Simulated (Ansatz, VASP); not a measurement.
# TaAgS3 in two plane-wave programs

Wanted: the spread between two codes on one cell, functional and k mesh. The cell is generated by rule, not measured, and may not be a known phase. The cell is taken from a series of runs on this material, whose earlier steps may have relaxed, scaled, displaced or heated it; both programs get it as it stands.

Main program and level: Ansatz 0.2.0; plane waves, with VASP 6.6.1 beside it; relaxation of cell and atoms at PBE.

The structure was built from a prototype and need not be the compound's stable phase.

### Step 1. The structure

Symmetry: R-3c, No. 167, trigonal system. The conventional cell has a = 6.459 Å, b = 6.459 Å, c = 16.896 Å, α = 90.00°, β = 90.00°, γ = 120.00°. Ag has 3 S at 2.49 Å nearest. Nearest to Ta lie 6 S at 2.45 Å. S has 2 Ta at 2.45 Å and 1 Ag at 2.49 Å nearest. Farther neighbours and most contacts between anions are not listed.

### Step 2. VASP: relaxation of cell and atoms, PBE

The relaxed volume is the usual yardstick between codes: in a stiff, nearly cubic crystal its relative difference is about their pressure difference at one cell divided by the bulk modulus.

Lines of VASP's logs that name or quote its potential files are left out, and so is its time.

INCAR reads:

```
SYSTEM = TaAgS3
PREC = Accurate
ENCUT = 500
EDIFF = 1E-07
NELM = 120
ISMEAR = 1
SIGMA = 0.2
LREAL = .FALSE.
ALGO = Normal
GGA = PE
NBANDS = 50
LASPH = .TRUE.
LORBIT = 11
LWAVE = .FALSE.
LCHARG = .FALSE.
ISIF = 3
IBRION = 2
NSW = 80
EDIFFG = -0.005
GGA_COMPAT = .FALSE.
NELMIN = 4
KPAR = 2
```

POSCAR reads:

```
TaAgS3
1.0
    3.2293430000      1.8644620000      5.6320700000
   -3.2293430000      1.8644620000      5.6320700000
    0.0000000000     -3.7289240000      5.6320700000
Ag Ta S
2 2 6
Direct
    0.2499999704      0.2499999704      0.2499999704
    0.7499999704      0.7499999704      0.7499999704
    0.4999999408      0.4999999408      0.4999999408
    0.0000000000      0.0000000000      0.0000000000
    0.1349469716      0.7499999405      0.3650529991
    0.8650529692      0.2500000003      0.6349469417
    0.6349470014      0.8650529394      0.2499999704
    0.3650529394      0.1349470014      0.7499999704
    0.7500000003      0.3650529692      0.1349469417
    0.2499999405      0.6349469716      0.8650529991
```

KPOINTS reads:

```
Automatic mesh
0
Gamma
9 9 9
0 0 0
```

PAW data sets: Ag, Ta_pv and S (PBE family, release 64).

Run with:

```
mpirun -np 2 vasp_std
```

Numbers of over 12 decimals in the logs are rounded to 6 here.

The log of the run:

```text
[banner, memory and clock lines left out]
running    2 mpi-ranks, on    1 nodes
 distrk:  each k-point on    1 cores,    2 groups
 distr:  one band on    1 cores,    1 groups

 POSCAR found type information on POSCAR AgTaS
 POSCAR found :  3 types and      10 ions
 LDA part: xc-table for (Slater+PW92), standard interpolation
 POSCAR, INCAR and KPOINTS ok, starting setup
 FFT: planning ... GRIDC
 FFT: planning ... GRID_SOFT
 FFT: planning ... GRID
 WAVECAR not read
 entering main loop
       N       E                     dE             d eps       ncg     rms          rms(c)
DAV:   1     0.578533629714E+03    0.57853E+03   -0.38201E+04  8812   0.144E+03
DAV:   2    -0.248669274127E+02   -0.60340E+03   -0.57989E+03  9880   0.341E+02
DAV:   3    -0.642876456264E+02   -0.39421E+02   -0.38520E+02 10248   0.818E+01
DAV:   4    -0.652989002786E+02   -0.10113E+01   -0.10059E+01 10064   0.142E+01
DAV:   5    -0.653274918918E+02   -0.28592E-01   -0.28555E-01 10398   0.224E+00    0.262E+01
DAV:   6    -0.592602103379E+02    0.60673E+01   -0.20637E+01 10658   0.244E+01    0.139E+01
DAV:   7    -0.591402036303E+02    0.12001E+00   -0.25929E+00  9818   0.844E+00    0.981E+00
DAV:   8    -0.590244585909E+02    0.11575E+00   -0.64826E-01 10040   0.600E+00    0.205E+00
DAV:   9    -0.589857125200E+02    0.38746E-01   -0.95740E-02  9784   0.224E+00    0.416E-01
DAV:  10    -0.589859874555E+02   -0.27494E-03   -0.12015E-02 10068   0.485E-01    0.303E-01
DAV:  11    -0.589860164502E+02   -0.28995E-04   -0.77891E-04 10354   0.170E-01    0.223E-01
DAV:  12    -0.589861264768E+02   -0.11003E-03   -0.24745E-04 10394   0.765E-02    0.981E-02
DAV:  13    -0.589861531147E+02   -0.26638E-04   -0.85564E-05  9912   0.667E-02    0.234E-02
DAV:  14    -0.589861547390E+02   -0.16243E-05   -0.50593E-06 10422   0.119E-02    0.648E-03
DAV:  15    -0.589861547592E+02   -0.20264E-07   -0.89073E-07  9858   0.635E-03
   1 F= -.58986155E+02 E0= -.58988744E+02  d E =-.589862E+02
[...]
2 F= -.58986201E+02 E0= -.58988783E+02  d E =-.465787E-04
[...]
3 F= -.58986204E+02 E0= -.58988787E+02  d E =-.490254E-04
[...]
4 F= -.58986240E+02 E0= -.58988830E+02  d E =-.361864E-04
 trial-energy change:   -0.000036  1 .order   -0.000037   -0.000047   -0.000027
 step:   2.3275(harm=  2.3275)  dis= 0.00160  next Energy=   -58.986260 (dE=-0.564E-04)
 bond charge predicted
       N       E                     dE             d eps       ncg     rms          rms(c)
DAV:   1    -0.589862543302E+02   -0.14282E-04   -0.70642E-03  8526   0.325E-01    0.590E-02
DAV:   2    -0.589862679614E+02   -0.13631E-04   -0.40207E-04 10002   0.790E-02    0.284E-02
DAV:   3    -0.589862614692E+02    0.64921E-05   -0.76960E-06  9848   0.146E-02    0.183E-02
DAV:   4    -0.589862573355E+02    0.41337E-05   -0.73605E-06 10292   0.130E-02    0.530E-03
DAV:   5    -0.589862572251E+02    0.11040E-06   -0.13341E-06  9506   0.566E-03    0.323E-03
DAV:   6    -0.589862572906E+02   -0.65457E-07   -0.97389E-08  4868   0.196E-03
   5 F= -.58986257E+02 E0= -.58988858E+02  d E =-.535059E-04
 curvature:  -1.68 expect dE=-0.100E-05 dE for cont linesearch -0.777E-07
 trial: gam=-0.00490 g(F)=  0.183E-06 g(S)=  0.413E-06 ort =-0.180E-05 (trialstep = 0.124E+01)
 search vector abs. value=  0.615E-06
 reached required accuracy - stopping structural energy minimisation
```

OUTCAR, selected parts (step 2):

```text
ion  position               nearest neighbor table
   1  0.250  0.250  0.250-   6 2.49  10 2.49   7 2.49
   2  0.750  0.750  0.750-   5 2.49   9 2.49   8 2.49
   3  0.500  0.500  0.500-   5 2.45   8 2.45   9 2.45   6 2.45   7 2.45  10 2.45
   4  0.000  0.000  0.000-   9 2.45   8 2.45   5 2.45  10 2.45   7 2.45   6 2.45
   5  0.135  0.750  0.365-   3 2.45   4 2.45   2 2.49
   6  0.865  0.250  0.635-   3 2.45   4 2.45   1 2.49
   7  0.635  0.865  0.250-   3 2.45   4 2.45   1 2.49
   8  0.365  0.135  0.750-   4 2.45   3 2.45   2 2.49
   9  0.750  0.365  0.135-   4 2.45   3 2.45   2 2.49
  10  0.250  0.635  0.865-   4 2.45   3 2.45   1 2.49

  LATTYP: Found a trigonal (rhomboedric) cell.
 ALAT       =     6.7546345013
 COS(alpha) =     0.5428543005

 Subroutine GETGRP returns: Found 12 space group operations
 (whereof  6 operations were pure point group operations)

The static configuration has the point symmetry S_6 .
 The point group associated with its full space group is D_3d.

 Found     85 irreducible k-points:

   k-points           NKPTS =     85   k-points in BZ     NKDIM =     85   number of bands    NBANDS=     50

   dimension x,y,z NGX =    50 NGY =   50 NGZ =   50
   dimension x,y,z NGXF=   100 NGYF=  100 NGZF=  100

   ENCUT  =  500.0 eV  36.75 Ry    6.06 a.u.  12.32 12.32 12.32*2*pi/ulx,y,z

   NELECT =      80.0000    total number of electrons

 k-points in reciprocal lattice and weights: Automatic mesh
   0.00000000  0.00000000  0.00000000       0.001
   0.11111111  0.00000000  0.00000000       0.008
   0.22222222 -0.00000000  0.00000000       0.008
   0.33333333 -0.00000000  0.00000000       0.008
   0.44444444 -0.00000000  0.00000000       0.008
   0.11111111  0.11111111  0.00000000       0.008
   0.22222222  0.11111111  0.00000000       0.016
   0.33333333  0.11111111 -0.00000000       0.016
   0.44444444  0.11111111 -0.00000000       0.016
[...]
0.44444444  0.44444444  0.44444444       0.003
  -0.44444444  0.44444444  0.44444444       0.008

 average (electrostatic) potential at core
       1 -73.3031       2 -73.3031       3 -39.3424       4 -39.3424       5 -86.5714
       6 -86.5714       7 -86.5714       8 -86.5714       9 -86.5714      10 -86.5714

 E-fermi :   4.6119

 k-point     1 :       0.0000    0.0000    0.0000
  band No.  band energies     occupation
    ...
     37       4.4598      1.95868
     38       4.4598      1.95868
     39       4.4749      1.90902
     40       4.4749      1.90902
     41       4.6405      0.76061
     42       4.7746      0.01311
     43       4.7746      0.01310
     44       6.1622     -0.00000
     45       6.1622     -0.00000
     46       7.0983     -0.00000
    ...

 k-point     2 :       0.1111    0.0000    0.0000
  band No.  band energies     occupation
    ...
     36       3.9223      2.00001
     37       4.0738      2.00095
     38       4.1538      2.00560
     39       4.4593      1.95991
     40       4.5791      1.27353
     41       4.8881     -0.06489
     42       4.9395     -0.04263
     43       5.0284     -0.01214
     44       6.2607     -0.00000
     45       6.2733     -0.00000
    ...

 k-point     3 :       0.2222   -0.0000    0.0000
  band No.  band energies     occupation
    ...
     36       3.5517      2.00000
     37       3.8129      2.00000
     38       3.8597      2.00000
     39       4.3530      2.06955
     40       4.5004      1.79998
     41       5.1271     -0.00164
     42       5.2456     -0.00007
     43       5.3699     -0.00000
     44       6.4194     -0.00000
     45       6.4907     -0.00000
    ...

  Total        0.0065041      0.0065041     -0.0009866      0.0000000      0.0000000      0.0000000
  in kB        0.0512599      0.0512599     -0.0077752      0.0000000      0.0000000      0.0000000
  external PRESSURE =       0.0315815 kB  Pullay stress =       0.0000000 kB

  energy-cutoff  :      500.00
  volume of cell :      203.29
      direct lattice vectors                 reciprocal lattice vectors
     3.229283299  1.864427531  5.627512702     0.154833117  0.089392944  0.059232800
    -3.229283299  1.864427531  5.627512702    -0.154833117  0.089392944  0.059232800
    -0.000000000 -3.728855063  5.627512702     0.000000000 -0.178785889  0.059232800

 POSITION                                       TOTAL-FORCE (eV/Angst)
 -----------------------------------------------------------------------------------
     -0.00000      0.00000      4.22063        -0.000000     -0.000000      0.000000
     -0.00000      0.00000     12.66190        -0.000000     -0.000000      0.000000
     -0.00000      0.00000      8.44127        -0.000000     -0.000000      0.000000
     -0.00000     -0.00000      0.00000        -0.000000     -0.000000     -0.000000
     -1.98719      0.28693      7.03439         0.000397      0.000688      0.000000
      1.98719     -0.28693      9.84815        -0.000397     -0.000688      0.000000
     -0.74510      1.86443      9.84815         0.000795     -0.000000     -0.000000
      0.74510     -1.86443      7.03439        -0.000795     -0.000000     -0.000000
      1.24209      1.57749      7.03439         0.000397     -0.000688     -0.000000
     -1.24209     -1.57749      9.84815        -0.000397      0.000688     -0.000000
 -----------------------------------------------------------------------------------
    total drift:                                0.000082      0.000000      0.001169

  FREE ENERGIE OF THE ION-ELECTRON SYSTEM (eV)
  ---------------------------------------------------
  free  energy   TOTEN  =       -58.9862572906 eV

  energy  without entropy=      -58.9940603399  energy(sigma->0) =      -58.98885831

 reached required accuracy - stopping structural energy minimisation

 total charge
# of ion       s       p       d       tot
------------------------------------------
    1        0.322   0.231   9.251   9.805
    2        0.322   0.231   9.251   9.805
    3        0.317   6.208   2.129   8.653
    4        0.317   6.208   2.129   8.653
    5        1.332   2.404   0.000   3.735
    6        1.332   2.404   0.000   3.735
    7        1.332   2.404   0.000   3.735
    8        1.332   2.404   0.000   3.735
    9        1.332   2.404   0.000   3.735
   10        1.332   2.404   0.000   3.735
--------------------------------------------------
tot          9.269  27.301  22.760  59.329

[... 3 further parts left out ...]
```

[end of part 1 of 2]

[Lines on the potential files, build, host, timing and source positions are cut from VASP's logs without a mark.]

[Logs are printed without paths, hosts, clocks, repeated set-up lines and the standing remarks that a program may print on its own settings, such as how far it seeks lower states.]

[Hosts, paths, dates, database ids (printed as entryN), source tags and the programs' standing remarks are cut or masked in the printed files.]
